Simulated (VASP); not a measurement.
# Ir (Fm-3m) in VASP: further runs

The runs below take Ir through relaxation of cell and atoms, with rev-vdW-DF2, PBE.

All numbers are computed with VASP 6.6.1; they aren't measurements. Logs are shortened: lines on timing, memory, paths and dates and some standing lists are left out, and cuts for length are marked.

**1. Starting point**

It takes space group Fm-3m (No. 225, cubic). Conventional cell: a = 3.831 Å, b = 3.831 Å, c = 3.831 Å, α = 90.00°, β = 90.00°, γ = 90.00°. Around Ir (site symmetry m-3m) lie 12 Ir at 2.71 Å.

**2. Relaxation of cell and atoms, rev-vdW-DF2**

The input, INCAR:

```
PREC = Accurate ; ENCUT = 600
EDIFF = 1E-6 ; ISMEAR = 1
SIGMA = 0.1 ; LREAL = False
LASPH = True ; NELM = 80
ALGO = Normal ; ISIF = 3
LWAVE = False ; LCHARG = False
GGA = MK ; LUSE_VDW = True
AGGAC = 0.0 ; PARAM1 = 0.1234
PARAM2 = 0.711357 ; ZAB_VDW = -1.8867
IBRION = 2 ; NSW = 90
EDIFFG = -0.01
```

The input, KPOINTS:

```
regular mesh
0
Gamma
  16 16 16
```

The input, POSCAR:

```
Ir
1.0
    0.0000000000      1.9156000000      1.9156000000
    1.9156000000      0.0000000000      1.9156000000
    1.9156000000      1.9156000000      0.0000000000
Ir
1
Direct
    0.0000000000      0.0000000000      0.0000000000
```

Potentials or basis: VASP PAW PBE potentials, release 64 (Ir).

On the command line:

```
> cat potpaw_PBE.64/Ir/POTCAR > POTCAR
> mpirun -np 1 vasp_std > vasp.out
```

OUTCAR:

```text
PREC = Accurate
   ENCUT = 600
   EDIFF = 1E-6
   ISMEAR = 1
   LREAL = False
   LASPH = True
   NELM = 80
   ISIF = 3
   GGA = MK
   IBRION = 2
   NSW = 90
   EDIFFG = -0.01

 ion  position               nearest neighbor table
   1  0.000  0.000  0.000-

  LATTYP: Found a face centered cubic cell.
 ALAT       =     3.8312000000

  Lattice vectors:

 A1 = (   0.0000000000,   1.9156000000,   1.9156000000)
 A2 = (   1.9156000000,   0.0000000000,   1.9156000000)
 A3 = (   1.9156000000,   1.9156000000,   0.0000000000)

Analysis of symmetry for initial positions (statically):
=====================================================================
 Subroutine PRICEL returns:
 Original cell was already a primitive cell.

 Routine SETGRP: Setting up the symmetry group for a
 face centered cubic supercell.

 Subroutine GETGRP returns: Found 48 space group operations
 (whereof 48 operations were pure point group operations)
 out of a pool of 48 trial point group operations.

The static configuration has the point symmetry O_h .

Analysis of symmetry for dynamics (positions and initial velocities):
=====================================================================
 Subroutine PRICEL returns:
 Original cell was already a primitive cell.

 Routine SETGRP: Setting up the symmetry group for a
 face centered cubic supercell.

 Subroutine GETGRP returns: Found 48 space group operations
 (whereof 48 operations were pure point group operations)
 out of a pool of 48 trial point group operations.

The dynamic configuration has the point symmetry O_h .

 Subroutine INISYM returns: Found 48 space group operations
 (whereof 48 operations are pure point group operations),
 and found     1 'primitive' translations

----------------------------------------------------------------------------------------

                                     Primitive cell

  volume of cell :      14.0587

  direct lattice vectors                    reciprocal lattice vectors
     0.000000000  1.915600000  1.915600000    -0.261014826  0.261014826  0.261014826
     1.915600000  0.000000000  1.915600000     0.261014826 -0.261014826  0.261014826
     1.915600000  1.915600000  0.000000000     0.261014826  0.261014826 -0.261014826

  length of vectors
     2.709067500  2.709067500  2.709067500     0.452090940  0.452090940  0.452090940

  position of ions in fractional coordinates (direct lattice)
     0.000000000  0.000000000  0.000000000

  ion indices of the primitive-cell ions
   primitive index   ion index
                 1           1

----------------------------------------------------------------------------------------

 KPOINTS: regular mesh

Automatic generation of k-mesh.
 Grid dimensions read from file:
 generate k-points for:   16   16   16

 Generating k-lattice:

  Cartesian coordinates                     Fractional coordinates (reciprocal lattice)
    -0.016313427  0.016313427  0.016313427     0.062500000  0.000000000  0.000000000
     0.016313427 -0.016313427  0.016313427     0.000000000  0.062500000  0.000000000
     0.016313427  0.016313427 -0.016313427     0.000000000  0.000000000  0.062500000

  Length of vectors
     0.028255684  0.028255684  0.028255684

  Shift w.r.t. Gamma in fractional coordinates (k-lattice)
     0.000000000  0.000000000  0.000000000

 Subroutine IBZKPT returns following result:
 ===========================================

 Found    145 irreducible k-points:

 Following reciprocal coordinates:
            Coordinates               Weight
  0.000000  0.000000  0.000000      1.000000
  0.062500  0.000000  0.000000      8.000000
  0.125000  0.000000  0.000000      8.000000
  0.187500  0.000000  0.000000      8.000000
  0.250000  0.000000  0.000000      8.000000
  0.312500  0.000000  0.000000      8.000000
[... 16 lines left out ...]
 -0.125000  0.062500  0.000000     24.000000
 -0.062500  0.062500  0.000000     12.000000
 [... further k-points ...]
   k-points           NKPTS =    145   k-points in BZ     NKDIM =    145   number of bands    NBANDS=      8
   number of dos      NEDOS =    301   number of ions     NIONS =      1
   total plane-waves  NPLWV =  13824
   dimension x,y,z NGX =    24 NGY =   24 NGZ =   24
   dimension x,y,z NGXF=    48 NGYF=   48 NGZF=   48
   ions per type =               1
   NGX,Y,Z   is equivalent  to a cutoff of  14.73, 14.73, 14.73 a.u.
   NGXF,Y,Z  is equivalent  to a cutoff of  29.46, 29.46, 29.46 a.u.
 SYSTEM =  unknown system
   PREC   = accura    normal or accurate (medium, high low for compatibility)
   ISTART =      0    job   : 0-new  1-cont  2-samecut
   ICHARG =      2    charge: 1-file 2-atom 10-const
   ISPIN  =      1    spin polarized calculation?
   LNONCOLLINEAR =      F non collinear calculations
   LSORBIT =      F    spin-orbit coupling
   LASPH  =      T    aspherical Exc in radial PAW
   ENCUT  =  600.0 eV  44.10 Ry    6.64 a.u.   5.41  5.41  5.41*2*pi/ulx,y,z
   NELM   =     80;   NELMIN=  2; NELMDL= -5     # of ELM steps
   EDIFF  = 0.1E-05   stopping-criterion for ELM
   LREAL  =      F    real-space projection
   EDIFFG = -.1E-01   stopping-criterion for IOM
   NSW    =     90    number of steps for IOM
   IBRION =      2    ionic relax: 0-MD 1-quasi-New 2-CG
   NFREE  =      1    steps in history (QN), initial steepest desc. (CG)
   ISIF   =      3    stress and relaxation
   ISYM   =      2    0-nonsym 1-usesym 2-fastsym
   POTIM  = 0.5000    time-step for ionic-motion
   TEBEG  =    0.0;   TEEND  =   0.0 temperature during run
   PSTRESS=    0.0 pullay stress
   NELECT =       9.0000    total number of electrons
   NUPDOWN=      -1.0000    fix difference up-down
   EMIN   =  10.00;   EMAX   =-10.00  energy-range for DOS
   EFERMI =   0.00;   METHOD = LEGACY
   ISMEAR =     1;   SIGMA  =   0.10  broadening in eV -4-tet -1-fermi 0-gaus
   EFERMI_NEDOS =   21; number of points for ismear=-14 and -15
   IALGO  =     38    algorithm
   IMIX   =      4    mixing-type and parameters
     AMIX     =   0.40;   BMIX     =  1.00
     AMIX_MAG =   1.60;   BMIX_MAG =  1.00
  volume/ion in A,a.u.               =      14.06        94.87
  Fermi-wavevector in a.u.,A,eV,Ry     =   1.410937  2.666284 27.085691  1.990742
  Thomas-Fermi vector in A             =   2.532839
   LORBIT       =      0    0 simple, 1 ext, 2 COOP (PROOUT), +10 PAW based schemes
   GGA     = MK    functional components
   LHFCALC =     F    Hartree Fock is set to
   AEXX    =    0.0000 exact exchange contribution
   IVDW_NL    =     1    kernel type
   BPARAM     = 6.3000
   IVDW    =     0    specifies the selected vdW correction
   LEPSILON=     F    determine dielectric tensor
   LRPA    =     F    only Hartree local field effects (RPA)
 conjugate gradient relaxation of ions
 non-spin polarized calculation
 Methfessel and Paxton  Order N= 1 SIGMA  =   0.10
  energy-cutoff  :      600.00
  volume of cell :       14.06
 maximum number of plane-waves:       493
 NGX is ok and might be reduce to    24
   NGX = 11   NGY = 11   NGZ = 11

--------------------------------------- Ionic step        1  -------------------------------------------

 number of electron       9.0000000 magnetization

 Free energy of the ion-electron system (eV)
  ---------------------------------------------------
  ext. energy  EPLUGINS =         0.00000000
  ---------------------------------------------------
  free energy    TOTEN  =        -6.79453107 eV

  energy without entropy =       -6.79420876  energy(sigma->0) =       -6.79442363

 E-fermi :  10.4106     XC(G=0): -14.0262

 val. band max:       10.4060472249   @ k =   0.3125   0.2500   0.0625
 cond. band min:      10.4145110351   @ k =   0.3750   0.0625   0.0000
 fundamental gap:      0.0084638103
 Fermi energy:        10.4106382518

 k-point     1 :       0.0000    0.0000    0.0000
  band No.  band energies     occupation
      1      -0.7511      2.00000
      2       6.4958      2.00000
      3       6.4958      2.00000
      4       6.4958      2.00000
      5       9.2122      2.00000
      6       9.2122      2.00000
      7      24.8740      0.00000
      8      30.4187      0.00000

 k-point     2 :       0.0625    0.0000    0.0000
  band No.  band energies     occupation
      1      -0.5761      2.00000
      2       6.4032      2.00000
      3       6.5719      2.00000
      4       6.5719      2.00000
      5       9.1631      2.00000
      6       9.1631      2.00000
      7      25.1764      0.00000
      8      29.5170      0.00000
[... 344 lines left out ...]
  FREE ENERGIE OF THE ION-ELECTRON SYSTEM (eV)
  ---------------------------------------------------
  free  energy   TOTEN  =        -6.8041311966 eV

  energy  without entropy=       -6.8038215061  energy(sigma->0) =       -6.80402797

Total vdW correction in eV:      1.0482894

--------------------------------------- Ionic step        4  -------------------------------------------

 number of electron       9.0000000 magnetization

 Free energy of the ion-electron system (eV)
  ---------------------------------------------------
  ext. energy  EPLUGINS =         0.00000000
  ---------------------------------------------------
  free energy    TOTEN  =        -6.80414844 eV

  energy without entropy =       -6.80383833  energy(sigma->0) =       -6.80404507

 E-fermi :   9.9915     XC(G=0): -13.8851

 val. band max:        9.9836316279   @ k =   0.3125   0.2500   0.0625
 cond. band min:       9.9958688320   @ k =  -0.3750   0.1875   0.0000
 fundamental gap:      0.0122372041
 Fermi energy:         9.9915295141

 k-point     1 :       0.0000    0.0000    0.0000
  band No.  band energies     occupation
      1      -0.9100      2.00000
      2       6.2205      2.00000
      3       6.2205      2.00000
      4       6.2205      2.00000
      5       8.8346      2.00000
      6       8.8346      2.00000
      7      24.5025      0.00000
      8      29.9022      0.00000

 k-point     2 :       0.0625    0.0000    0.0000
  band No.  band energies     occupation
      1      -0.7394      2.00000
      2       6.1318      2.00000
      3       6.2941      2.00000
      4       6.2941      2.00000
      5       8.7881      2.00000
      6       8.7881      2.00000
      7      24.7936      0.00000
      8      29.0099      0.00000
[... 264 lines left out ...]
 POSITION                                       TOTAL-FORCE (eV/Angst)
 -----------------------------------------------------------------------------------
      0.00000      0.00000      0.00000         0.000000     -0.000000      0.000000
 -----------------------------------------------------------------------------------
    total drift:                               -0.000000      0.000000      0.000000

  FREE ENERGIE OF THE ION-ELECTRON SYSTEM (eV)
  ---------------------------------------------------
  free  energy   TOTEN  =        -6.8041484370 eV

  energy  without entropy=       -6.8038383285  energy(sigma->0) =       -6.80404507

Total vdW correction in eV:      1.0474183

 reached required accuracy - stopping structural energy minimisation
```

It took 62 s on 1 thread of Intel Xeon Platinum 8488C (Sapphire Rapids), shared host; peak memory 0.27 GiB.

Results:

| Property | Result |
| --- | --- |
| Free energy | -6.8041 eV |
| Relaxed volume | 14.40 Å³/atom |
| Relaxed cell | a = 2.731 Å, b = 2.731 Å, c = 2.731 Å, α = 60.00°, β = 60.00°, γ = 60.00° |
| Space group after relaxing (to 0.05 Å) | Fm-3m (No. 225) |
| Energy gained by relaxing | 9.6 meV/atom |
| Ionic steps | 4 |
| Pressure after relaxing | 0.0 GPa |
| Band gap on the k mesh | none (metal or under the smearing width) |

Step by step:
```csv
step,energy change (eV),largest force (eV/Å),pressure (GPa),volume (Å³)
1,0.0000,0.0000,9.27,14.06
2,0.1144,0.0000,-26.23,15.78
3,-0.0096,0.0000,-0.35,14.41
4,-0.0096,0.0000,-0.04,14.40
```

Final structure:
```
CELL_PARAMETERS angstrom
0.00000 1.93104 1.93104
1.93104 0.00000 1.93104
1.93104 1.93104 0.00000
ATOMIC_POSITIONS crystal
Ir 0.00000 0.00000 0.00000
```

Caveat: the PAW data sets were made with another functional, which shifts forces and pressure a little. Zero-point motion and thermal expansion aren't in these numbers.

(Part 1 of 2 ends here.)
